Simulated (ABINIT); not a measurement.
The system is Au.

```
CELL_PARAMETERS angstrom
0.00000 2.03500 2.03500
2.03500 0.00000 2.03500
2.03500 2.03500 0.00000
ATOMIC_POSITIONS crystal
Au 0.00000 0.00000 0.00000
```

Base run:

| Item | Value |
| --- | --- |
| Program | ABINIT 10.8.3 (patched build) |
| Functional | revPBE |
| Potentials or basis | JTH PAW PBE v2.0 |
| Cutoff | 680 eV |
| k mesh | 11 × 11 × 11 |
| Occupations | fermi-dirac, width 0.05 eV |
| Spin | no spin polarisation |

Its results: band gap on the k mesh none (metal or under the smearing width); pressure 13.9 GPa.

After a change of settings the same cell gave: band gap on the k mesh none (metal or under the smearing width); pressure 2.1 GPa. Which change was it?
A. functional from revPBE to AM05; potentials or basis from JTH PAW PBE v2.0 to PseudoDojo NC SR PBEsol v0.4.1 standard; cutoff from 680 eV to 1034 eV; valence electrons from 11 to 19
B. functional from revPBE to LDA-Teter; potentials or basis from JTH PAW PBE v2.0 to JTH PAW LDA v2.0
C. functional from revPBE to PBEsol; k mesh from 11 × 11 × 11 to 7 × 7 × 7
D. functional from revPBE to BP86; potentials or basis from JTH PAW PBE v2.0 to PseudoDojo NC SR PBE v0.4.1 standard; cutoff from 680 eV to 1034 eV; valence electrons from 11 to 19

C.

Caveats: some runs use coarse meshes; the PAW data sets were made with another functional, which shifts forces and pressure a little; spin-orbit coupling is left out, which moves the levels of the heavy elements (some runs).

Runs at the PBE level aren't shown here.
